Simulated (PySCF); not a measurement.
# Unknown compound

Molecular formula: C4H2O3. Simulated spectra:

$^{1}$H NMR (600 MHz, computed): δ 6.94 (s, 2H).

$^{13}$C{$^{1}$H} NMR (computed): δ 172.9 (C, 2C), 144.1 (CH, 2C).

- PBE0-D3(BJ)/def2-TZVP structure
- shieldings: GIAO B97-2/pcSseg-2
- run in PySCF 2.14
- relativity neglected, no solvent, one computed conformer, equivalent nuclei averaged

δ = σ(ref) − σ, references computed at the same level: TMS for $^{1}$H (σ = 31.64 ppm) and $^{13}$C (σ = 185.38 ppm).

**Question.** What is the structure?

**Answer.** 
Rings plus π bonds: 4 (1 ring in the answer). 2 carbon signals for 4 carbons: some carbons are equivalent by symmetry or fast rotation. Carbon types of the structure: 2 × C, 2 × CH, which accounts for all hydrogens. δC 172.9: anhydride carbonyl carbon; it is a carbonyl in resonance with an O or N lone pair, the region of acids, esters and amides. δC 144.1: β carbon of a C=C–C=O unit; conjugation with the carbonyl draws π density from the β position. δH 6.94: hydrogen on a β carbon of a C=C–C=O unit; attached to an sp2 carbon and in the plane of the double bond.

These data were computed for `O=C1C=CC(=O)O1`.

The shifts were computed for this structure.

Shifts are as computed. Against solution values, carbons near 30 ppm lie about +3 ppm off and those near 130 ppm about +7 ppm. Of 1211 compounds with measured shifts, 218 miss one by over three times the rms of a fit or turn the order of signals round; such compounds aren't used in these exercises.
